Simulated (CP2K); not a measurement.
The system is P.

```xyz
2
Lattice="2.4247 0.0000 0.0000 0.0000 2.4385 0.0000 -0.0203 0.0000 4.8524" Properties=species:S:1:pos:R:3 pbc="T T T"
P    -0.0152    0.0000    3.6365
P     2.4196    0.0000    1.2159
```

This isn't the form of P at room conditions, which is orthorhombic.

| Quantity | Value |
| --- | --- |
| Program | CP2K 2026.2 |
| Task | relaxation of cell and atoms |
| Functional | RPBE |
| Dispersion | D3(BJ) |
| Potentials or basis | POTENTIAL_UZH P GTH-PBE-q5; TZVP-MOLOPT-PBE-GTH basis |
| Density cutoff | 6123 eV |
| k mesh | 11 × 11 × 6 |
| Occupations | gaussian, width 0.05 eV |
| Spin | no spin polarisation |

At the start: pressure -7.7 GPa; volume 14.35 Å³/atom.

Q: Where does the relaxation end?

A: Over 12 steps the energy falls by 26.3 meV/atom and the volume is 12.00 Å³/atom (-16.4 %); space group Pm-3m (No. 221, to 0.05 Å).

The path:
```tsv
step	energy change (eV)	largest force (eV/Å)	volume (Å³)
1	0.0000	0.0631	25.17
2	-0.0342	0.0838	24.22
3	-0.0520	0.0488	23.90
4	-0.0523	0.0379	23.95
5	-0.0525	0.0085	24.00
6	-0.0526	0.0002	24.00
7	-0.0526	0.0009	23.99
8	-0.0526	0.0008	23.98
9	-0.0526	0.0005	23.98
10	-0.0526	0.0009	23.99
11	-0.0526	0.0007	23.99
12	-0.0526	0.0007	23.99
```

Final structure:
```
P
1.0
     2.28013    0.00000    0.00000
     0.00000    2.28013    0.00000
    -0.00014    0.00000    4.61440
P
2
Direct
  0.00000 0.00000 0.74999
  0.00000 0.00000 0.25001
```

Caveat: the printed path begins after the first move; the volume moved by over 15 % at a fixed basis, so the end points are rough; the potentials were made for another functional, which shifts forces and pressure; the basis of atomic orbitals isn't converged, which shifts pressures, moduli and gaps; pairwise dispersion overbinds metals, which lowers pressure and volume.
